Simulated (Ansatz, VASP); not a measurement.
**CdS in VASP and in Ansatz**

Contents of INCAR:

```
ALGO = Normal
EDIFF = 1E-6
ENCUT = 520
GGA = PS
GGA_COMPAT = False
ISIF = 2
ISMEAR = 0
LASPH = True
LCHARG = False
LNONCOLLINEAR = True
LORBIT = 11
LORBMOM = True
LREAL = False
LSORBIT = True
LWAVE = False
MAGMOM = 0 0 0 0 0 0
NBANDS = 30
NELM = 150
PREC = Accurate
SIGMA = 0.01
```

File KPOINTS:

```
k-points
0
Gamma
  6 6 4
```

File POSCAR:

```
CdS
1.0
    4.2611700000      0.0000000000      0.0000000000
   -2.1305850000      3.6902810000      0.0000000000
    0.0000000000      0.0000000000      5.8041730000
Cd S
1 1
Direct
    0.0000000000      0.0000000000      0.4426920000
    0.6666666667      0.3333333333      0.4343080000
```

Input for Ansatz:

```yaml
crystal:
  lattice:
    - [4.26117, 0.0, 0.0]
    - [-2.130585, 3.690281, 0.0]
    - [0.0, 0.0, 5.804173]
  atoms:
    - { symbol: Cd, position: [0.0, 0.0, 0.442692] }
    - { symbol: S, position: [0.6666666666666665, 0.3333333333333333, 0.434308] }
basis:
  ecutwfc: 550.0
kpoints:
  mp_grid:
    grid: [6, 6, 4]
    shift: [0.0, 0.0, 0.0]
hamiltonian:
  xc: pbesol
magnetization:
  noncollinear: true
  spin_orbit: true
scf:
  occupations:
    method: fixed
output:
  eigenvalues: true
```

Measurements of this composition are mostly on another form, of space group No. 186.

Alike in both runs: task single point; functional PBEsol; k mesh 6 × 6 × 4; non-collinear spin, spin-orbit coupling.

```csv
,VASP,Ansatz
version,VASP 6.6.1,Ansatz 0.2.0
potentials or method,"VASP PAW PBE potentials, release 64 (Cd, S)","plane waves, PAW"
plane-wave cutoff (eV),520,550
occupations,"gaussian, width 0.01 eV",fixed
valence electrons in the cell,18,26
```

|  | VASP | Ansatz | Ansatz less VASP |
| --- | --- | --- | --- |
| gap on the k mesh at the Fermi level (eV) | 1.41 | 1.41 | -0.003 |
| net moment per atom (μB) | 0.00 | 0.00 | 0.000 |

The two sets of potentials don't hold the same shells in valence.
